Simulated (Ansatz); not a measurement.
**AlCu: computed properties**

These are results of DFT r2SCAN, scalar-relativistic, plane waves, PAW (Ansatz), not measurements.

Settings: cutoff 500 eV, Γ-centred mesh 14×14×14 on the computed 2-atom cell, Gaussian smearing of 0.10 eV; no spin polarisation.

The structure is relaxed at this level of theory with its symmetry kept. Whether it is the stable form of this composition wasn't checked.

Space group Pm-3m (No. 221). a = 2.957 Å, b = 2.957 Å, c = 2.957 Å, α = 90.00°, β = 90.00°, γ = 90.00°
```
atom site symmetry x y z
  Al    1a m-3m  0.0000  0.0000  0.0000
  Cu    1b m-3m  0.5000  0.5000  0.5000
```

```
Space group                                                       : Pm-3m (No. 221)
Volume per atom                                                   : 12.93 Å³
Formation energy from the elements' standard states (uncorrected) : -0.165 eV/atom
Generalised Kohn–Sham band gap                                    : none (metal)
Density of states at the Fermi level                              : 0.51 states/eV per cell
Löwdin character within 0.5 eV of the Fermi level                 : Cu 4s 27 %, Al 3p 26 %, Al 3s 21 %, Cu 3d 12 %, unprojected 14 %
Bulk modulus                                                      : 133 GPa
Its pressure derivative                                           : 4.6
Bader charges (e)                                                 : Al (1 in the cell) 1.53, Cu (1 in the cell) -1.53
```